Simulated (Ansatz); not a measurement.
## BN in Ansatz: the effect of functional

Crystal: BN.

```
N B
1.0
     2.49121    0.00000    0.00000
    -1.23834    2.16163    0.00000
    -0.62643   -1.08081    3.00225
N B
1 1
Direct
  0.66851 0.33238 0.98500
  0.97964 0.98350 0.00181
```

The cell comes from a database or a generator and needn't be the stable form of this composition.

The cell isn't the ideal one: volume scaled by 0.98.

Alike in all runs:

| Item | Value |
| --- | --- |
| Program | Ansatz 0.2.0 |
| Task | single point |
| Potentials or basis | Ansatz PAW |
| k mesh | 13 × 13 × 9 |
| Occupations | fermi-dirac, width 0.05 eV |
| Spin | no spin polarisation |

```csv
functional,cutoff,gap on the mesh (eV),pressure (GPa),largest force (eV/Å)
LDA,420 eV (not typed: the program's choice for these potentials),2.64,1.5,2.83
PBEsol,420 eV (not typed: the program's choice for these potentials),2.70,7.3,2.87
r2SCAN,500 eV (not typed: the program's choice for these potentials),?,?,?
```

Task: What does the run with functional r2SCAN give?

Result: gap on the mesh 3.29 eV; pressure 6.5 GPa; largest force 2.87 eV/Å.

Caveats: odd divisions of the mesh miss points on the zone boundary, where band edges often lie, so the gap on the mesh can be too wide; the PAW data sets come from PBE, with cores solved anew for the run's functional, which leaves a small shift of forces and pressure; forces of over 1 eV/Å show positions far from the minimum, so gaps and moduli don't describe the material at rest.

A k mesh can miss the band edges.

Runs at the PBE level aren't shown here.
